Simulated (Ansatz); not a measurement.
The system is Yb.

```
Yb
1.0
     0.00000    2.74310    2.74310
     2.74310    0.00000    2.74310
     2.74310    2.74310    0.00000
Yb
1
Direct
  0.00000 0.00000 0.00000
```

Base run:

* Program: Ansatz 0.2.0
* Functional: PBE
* Potentials or basis: all-electron LAPW, scalar-relativistic
* Cutoff: 171 eV (chosen from the basis error)
* Basis error allowed: 0.001 eV/atom
* k mesh: 8 × 8 × 8
* Occupations: fermi-dirac, width 0.05 eV
* Spin: collinear spin, ferromagnetic start
* Starting moments: [1.0] μB

Its results: pressure -2.1 GPa; net moment 0.00 μB per cell.

Q: The run is repeated on the same cell with these changes: functional from PBE to LDA. What comes out?

A: Pressure -4.4 GPa; net moment 0.00 μB per cell.

LDA binds more tightly than PBE, so the same cell stands under less pressure.

Caveats: an open f shell can end in a state above the lowest; the starting moments weren't kept.
